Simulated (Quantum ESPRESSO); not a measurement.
The system is MgO.

```xyz
2
Lattice="0.0000 2.0970 2.0970 2.0970 0.0000 2.0970 2.0970 2.0970 0.0000" Properties=species:S:1:pos:R:3 pbc="T T T"
Mg    0.0000    0.0000    0.0000
O     2.0970    2.0970    2.0970
```

The cell is a database's computed one.

- Program: Quantum ESPRESSO 7.5
- Task: phonons
- Functional: revPBE
- Potentials or basis: SSSP 1.3 efficiency PBE
- Cutoff: 748 eV
- Density cutoff: 5987 eV
- k mesh: 4 × 4 × 4, shifted
- Occupations: fermi-dirac, width 0.05 eV
- Spin: collinear spin, ferromagnetic start
- Starting moments: [0.5, 0.0] μB
- Mixing beta: 0.3
- Most SCF iterations: 120
- SCF threshold: 4e-10 Ry
- Mixing ndim: 12
- Startingwfc: atomic
- Diago david ndim: 3

The first run showed a gap, so the response started from a second, tighter run with fixed occupations.

At L the frequencies are 289 289 377 377 554 583 cm⁻¹, at a pressure of 9.6 GPa.

Q: How do the modes respond when the cell is scaled evenly, at fixed shape?

A: The highest mode has a Grüneisen parameter of 1.16 and moves by +3.7 cm⁻¹ per GPa. None of the listed modes softens on compression. The pressures give a bulk modulus of about 185 GPa.

Frequencies at 99 % and 101 % of the volume (pressures 11.5 and 7.8 GPa), ions relaxed:
```
mode  99 % (cm⁻¹)  101 % (cm⁻¹)  Grüneisen parameter
   1        294.6         282.9                 2.04
   2        294.6         282.9                 2.04
   3        384.3         369.7                 1.94
   4        384.3         369.7                 1.94
   5        559.1         548.6                 0.95
   6        590.1         576.5                 1.16
```

Modes are matched by their order; those that don't vary smoothly over the three volumes are left out.

Caveat: the k mesh is coarse (spacing up to 0.65 Å⁻¹), so the values aren't converged; the potentials were made for another functional, which shifts forces and pressure; the cell is more than 3 GPa from zero pressure, which shifts response properties.
